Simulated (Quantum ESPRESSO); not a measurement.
A run of Quantum ESPRESSO 7.5:

Contents of pw.in:

```
&CONTROL
  calculation = 'scf'
  prefix = 'pwscf'
  outdir = './tmp'
  pseudo_dir = './pseudo'
  tprnfor = .true.
  disk_io = 'nowf'
/
&SYSTEM
  ibrav = 0
  nat = 2
  ntyp = 2
  ecutwfc = 45
  ecutrho = 360
  nbnd = 18
  occupations = 'smearing'
  smearing = 'gaussian'
  degauss = 0.00367493
  nosym = .true.
  starting_ns_eigenvalue(1,1,1) = 0
  starting_ns_eigenvalue(2,1,1) = 0
  starting_ns_eigenvalue(3,1,1) = 0
  starting_ns_eigenvalue(4,1,1) = 0
  starting_ns_eigenvalue(5,1,1) = 1
/
&ELECTRONS
  conv_thr = 5d-07
  electron_maxstep = 100
  mixing_beta = 0.3
  mixing_ndim = 12
  mixing_fixed_ns = 5
/
ATOMIC_SPECIES
Ti    47.8670 ti_pbesol_v1.4.uspp.F.UPF
O     15.9990 o_pbesol_v1.2.uspp.F.UPF
CELL_PARAMETERS angstrom
   2.7083400800    0.0000000000    0.0000000000
   0.0000000000    2.7083400800    0.0000000000
   0.0000000000    0.0000000000    2.7083400800
ATOMIC_POSITIONS crystal
Ti     0.0000000000    0.0000000000    0.0000000000
O      0.5000000000    0.5000000000    0.5000000000
K_POINTS automatic
4 4 4 0 0 0
HUBBARD {ortho-atomic}
U Ti-3d 4.0
J0 Ti-3d 0.8
```

Potentials or basis: GBRV 1.5 PBEsol.

Launch:

```bash
$ OMP_NUM_THREADS=1 pw.x -in pw.in > pw.out
```

Hardware: 1 thread of Intel(R) Xeon(R) Platinum 8488C (Sapphire Rapids), on a shared host.

Q: Estimate the wall time of this run.

A: Run time: 22 s on 1 thread of Intel(R) Xeon(R) Platinum 8488C (Sapphire Rapids) (shared host), peak memory 0.11 GiB. Counts: scf iterations 39, k pools 1, bands 18, k points 36, g dense 15515.
